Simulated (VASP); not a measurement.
# Pr (Fm-3m) in VASP: a series of runs

Runs on Pr. Level: PBE. Tasks: single point.

Everything below comes from runs of VASP 6.6.1. Logs are shortened: lines on timing, memory, paths and dates and some standing lists are left out, and cuts for length are marked.

**1. The structure**

It takes space group Fm-3m (No. 225, cubic). Conventional cell: a = 5.161 Å, b = 5.161 Å, c = 5.161 Å, α = 90.00°, β = 90.00°, γ = 90.00°. Pr (site symmetry m-3m) is surrounded by 12 Pr at 3.65 Å.

This isn't the form of Pr at room conditions, which is double hcp.

**2. Single point, PBE, collinear spin, ferromagnetic start**

The input, run.py:

```python
from ase import Atoms
from ase.calculators.vasp import Vasp
from ase.dft.bandgap import bandgap

atoms = Atoms(
    ['Pr'],
    cell=[[0.0, 2.5805, 2.5805], [2.5805, 0.0, 2.5805], [2.5805, 2.5805, 0.0]],
    scaled_positions=[[0.0, 0.0, 0.0]],
    pbc=True,
)
atoms.set_initial_magnetic_moments([2.0])
calc = Vasp(
    directory='calc',
    xc='pbe',
    pp='PBE',
    setups={'base': 'minimal'},
    prec='Accurate',
    encut=520,
    ediff=1e-06,
    ismear=0,
    sigma=0.02,
    lreal=False,
    lasph=True,
    nelm=100,
    algo='Normal',
    isif=2,
    lwave=False,
    lcharg=False,
    ispin=2,
    lorbit=11,
    lmaxmix=6,
    kpts=[9, 9, 9],
    gamma=True,
    nbands=16,
)
atoms.calc = calc

print('energy (eV):', atoms.get_potential_energy())
print('free energy (eV):', atoms.get_potential_energy(force_consistent=True))
print('forces (eV/A):')
print(atoms.get_forces())
print('stress (eV/A^3, Voigt):', atoms.get_stress())
print('Fermi level (eV):', calc.get_fermi_level())
print('moment (muB):', atoms.get_magnetic_moment())
print('site moments (muB):', atoms.get_magnetic_moments())
gap, top, bottom = bandgap(calc)
print('band gap (eV):', gap, 'from (spin, k, band)', top, 'to', bottom)
```

Potentials or basis: VASP PAW PBE potentials, release 64 (Pr).

The run is started by

```
$ python run.py
```

Log:

```text
energy (eV): -5.44110325
free energy (eV): -5.44197825
forces (eV/A):
[[-0. -0. -0.]]
stress (eV/A^3, Voigt): [ 0.00449928  0.00449928  0.00449928 -0.         -0.         -0.        ]
Fermi level (eV): 6.13905088
moment (muB): 2.6779214
site moments (muB): [2.185]
band gap (eV): 0.0 from (spin, k, band) (None, None, None) to (None, None, None)
```

OUTCAR:

```text
ENCUT = 520.000000
   EDIFF = 1.00e-06
   GGA = PE
   PREC = Accurate
   ISIF = 2
   ISMEAR = 0
   ISPIN = 2
   LORBIT = 11
   NELM = 100
   LASPH = .TRUE.
   LREAL = .FALSE.

 ion  position               nearest neighbor table
   1  0.000  0.000  0.000-

  LATTYP: Found a face centered cubic cell.
 ALAT       =     5.1610000000

  Lattice vectors:

 A1 = (   0.0000000000,   2.5805000000,   2.5805000000)
 A2 = (   2.5805000000,   0.0000000000,   2.5805000000)
 A3 = (   2.5805000000,   2.5805000000,   0.0000000000)

Analysis of symmetry for initial positions (statically):
=====================================================================
 Subroutine PRICEL returns:
 Original cell was already a primitive cell.

 Routine SETGRP: Setting up the symmetry group for a
 face centered cubic supercell.

 Subroutine GETGRP returns: Found 48 space group operations
 (whereof 48 operations were pure point group operations)
 out of a pool of 48 trial point group operations.

The static configuration has the point symmetry O_h .

Analysis of symmetry for dynamics (positions and initial velocities):
=====================================================================
 Subroutine PRICEL returns:
 Original cell was already a primitive cell.

 Routine SETGRP: Setting up the symmetry group for a
 face centered cubic supercell.

 Subroutine GETGRP returns: Found 48 space group operations
 (whereof 48 operations were pure point group operations)
 out of a pool of 48 trial point group operations.

The dynamic configuration has the point symmetry O_h .

Analysis of structural, dynamic, and magnetic symmetry:
=====================================================================
 Subroutine PRICEL returns:
 Original cell was already a primitive cell.

 Routine SETGRP: Setting up the symmetry group for a
 face centered cubic supercell.

 Subroutine GETGRP returns: Found 48 space group operations
 (whereof 48 operations were pure point group operations)
 out of a pool of 48 trial point group operations.

The overall configuration has the point symmetry O_h .

 Subroutine INISYM returns: Found 48 space group operations
 (whereof 48 operations are pure point group operations),
 and found     1 'primitive' translations

----------------------------------------------------------------------------------------

                                     Primitive cell

  volume of cell :      34.3670

  direct lattice vectors                    reciprocal lattice vectors
     0.000000000  2.580500000  2.580500000    -0.193760899  0.193760899  0.193760899
     2.580500000  0.000000000  2.580500000     0.193760899 -0.193760899  0.193760899
     2.580500000  2.580500000  0.000000000     0.193760899  0.193760899 -0.193760899

  length of vectors
     3.649378098  3.649378098  3.649378098     0.335603722  0.335603722  0.335603722

  position of ions in fractional coordinates (direct lattice)
     0.000000000  0.000000000  0.000000000

  ion indices of the primitive-cell ions
   primitive index   ion index
                 1           1

----------------------------------------------------------------------------------------

 KPOINTS: KPOINTS created by Atomic Simulation Env

Automatic generation of k-mesh.
[... 76 lines left out ...]
   EDIFF  = 0.1E-05   stopping-criterion for ELM
   LREAL  =      F    real-space projection
   EDIFFG = 0.1E-04   stopping-criterion for IOM
   NSW    =      0    number of steps for IOM
   IBRION =     -1    ionic relax: 0-MD 1-quasi-New 2-CG
   NFREE  =      0    steps in history (QN), initial steepest desc. (CG)
   ISIF   =      2    stress and relaxation
   ISYM   =      2    0-nonsym 1-usesym 2-fastsym
   POTIM  = 0.5000    time-step for ionic-motion
   TEBEG  =    0.0;   TEEND  =   0.0 temperature during run
   PSTRESS=    0.0 pullay stress
   NELECT =      13.0000    total number of electrons
   NUPDOWN=      -1.0000    fix difference up-down
   EMIN   =  10.00;   EMAX   =-10.00  energy-range for DOS
   EFERMI =   0.00;   METHOD = LEGACY
   ISMEAR =     0;   SIGMA  =   0.02  broadening in eV -4-tet -1-fermi 0-gaus
   EFERMI_NEDOS =   21; number of points for ismear=-14 and -15
   IALGO  =     38    algorithm
   IMIX   =      4    mixing-type and parameters
     AMIX     =   0.40;   BMIX     =  1.00
     AMIX_MAG =   1.60;   BMIX_MAG =  1.00
  volume/ion in A,a.u.               =      34.37       231.92
  Fermi-wavevector in a.u.,A,eV,Ry     =   1.183974  2.237386 19.072564  1.401794
  Thomas-Fermi vector in A             =   2.320197
   LORBIT       =     11    0 simple, 1 ext, 2 COOP (PROOUT), +10 PAW based schemes
   GGA     = PE    functional components
   LHFCALC =     F    Hartree Fock is set to
   AEXX    =    0.0000 exact exchange contribution
   IVDW    =     0    specifies the selected vdW correction
   LEPSILON=     F    determine dielectric tensor
   LRPA    =     F    only Hartree local field effects (RPA)
 spin polarized calculation
 Gauss-broadening in eV      SIGMA  =   0.02
  energy-cutoff  :      520.00
  volume of cell :       34.37
 maximum number of plane-waves:       944
   NGX = 13   NGY = 13   NGZ = 13

 number of electron      13.0000003 magnetization       2.6779214

 Free energy of the ion-electron system (eV)
  ---------------------------------------------------
  ext. energy  EPLUGINS =         0.00000000
  ---------------------------------------------------
  free energy    TOTEN  =        -5.44197825 eV

  energy without entropy =       -5.44022825  energy(sigma->0) =       -5.44110325

 E-fermi :   6.1391     XC(G=0):  -9.9541

 val. band max:        6.1324039775   @ k =  -0.2222   0.3333   0.1111
 cond. band min:       6.1399212045   @ k =  -0.2222   0.2222   0.0000
 fundamental gap:      0.0075172271
 Fermi energy:         6.1390508811

 spin component 1

 k-point     1 :       0.0000    0.0000    0.0000
  band No.  band energies     occupation
      1     -29.9692      1.00000
      2     -11.3156      1.00000
      3     -11.3156      1.00000
      4     -11.3155      1.00000
      5       2.2826      1.00000
      6       5.4215      1.00000
[... 641 lines left out ...]
      2     -12.2459      1.00000
      3     -12.0827      1.00000
      4     -11.7643      1.00000
      5       5.0861      1.00000
      6       5.7270      1.00000
[... 8 lines left out ...]
     15       9.4903      0.00000
     16      12.2929      0.00000
 Fermi energy:         6.1390508811

 spin component 2

 k-point     1 :       0.0000    0.0000    0.0000
  band No.  band energies     occupation
      1     -28.8925      1.00000
      2     -10.4571      1.00000
      3     -10.4571      1.00000
      4     -10.4571      1.00000
      5       2.9056      1.00000
      6       7.6597      0.00000
[... 642 lines left out ...]
      3     -11.2605      1.00000
      4     -10.9299      1.00000
      5       5.6496      1.00000
      6       6.6656      0.00000
[... 8 lines left out ...]
     15      10.1012      0.00000
     16      12.9538      0.00000

------------------------ aborting loop because EDIFF is reached ----------------------------------------

 total charge

# of ion       s       p       d       f       tot
--------------------------------------------------
    1        2.000   5.277   0.585   2.159  10.022

 magnetization (x)

# of ion       s       p       d       f       tot
--------------------------------------------------
    1       -0.009  -0.019   0.105   2.108   2.185

  FORCE on cell =-STRESS in cart. coord.  units (eV):
  Direction    XX          YY          ZZ          XY          YZ          ZX
  --------------------------------------------------------------------------------------
  -------------------------------------------------------------------------------------
  Total       -0.1546268     -0.1546268     -0.1546268      0.0000000     -0.0000000      0.0000000
  in kB       -7.2086459     -7.2086459     -7.2086459      0.0000000     -0.0000000      0.0000000
  external PRESSURE =      -7.2086459 kB  Pullay stress =       0.0000000 kB

 VOLUME and BASIS-vectors are now :
 -----------------------------------------------------------------------------
  energy-cutoff  :      520.00
  volume of cell :       34.37
      direct lattice vectors                 reciprocal lattice vectors
     0.000000000  2.580500000  2.580500000    -0.193760899  0.193760899  0.193760899
     2.580500000  0.000000000  2.580500000     0.193760899 -0.193760899  0.193760899
     2.580500000  2.580500000  0.000000000     0.193760899  0.193760899 -0.193760899

 POSITION                                       TOTAL-FORCE (eV/Angst)
 -----------------------------------------------------------------------------------
      0.00000      0.00000      0.00000        -0.000000     -0.000000     -0.000000
 -----------------------------------------------------------------------------------
    total drift:                               -0.000000     -0.000000     -0.000000

  FREE ENERGIE OF THE ION-ELECTRON SYSTEM (eV)
  ---------------------------------------------------
  free  energy   TOTEN  =        -5.4419782543 eV

  energy  without entropy=       -5.4402282492  energy(sigma->0) =       -5.44110325

 total charge

# of ion       s       p       d       f       tot
--------------------------------------------------
    1        2.000   5.277   0.585   2.159  10.022

 magnetization (x)

# of ion       s       p       d       f       tot
--------------------------------------------------
    1       -0.009  -0.019   0.105   2.108   2.185
```

INCAR:

```text
ENCUT = 520.000000
SIGMA = 0.020000
EDIFF = 1.00e-06
ALGO = Normal
GGA = PE
PREC = Accurate
ISIF = 2
ISMEAR = 0
ISPIN = 2
LMAXMIX = 6
LORBIT = 11
NBANDS = 16
NELM = 100
LASPH = .TRUE.
LCHARG = .FALSE.
LWAVE = .FALSE.
LREAL = .FALSE.
MAGMOM = 1*2.0000
```

Run time: 58 s. Hardware: 1 thread of Intel Xeon Platinum 8488C (Sapphire Rapids), shared host; peak memory 0.19 GiB.

Results:

| Quantity | Value |
| --- | --- |
| Free energy | -5.4420 eV |
| Pressure | -0.7 GPa |
| Band gap on the k mesh | none (metal or under the smearing width) |
| Net moment | 2.68 μB per cell |
| Site moments | Pr +2.19 μB |
| Valence electrons inside the program's atomic spheres | Pr 10.02 |

Caveat: the magnetic or orbital state may not be the lowest; spin-orbit coupling is left out, which moves the levels of the heavy elements.

(Part 1 of 3 ends here.)
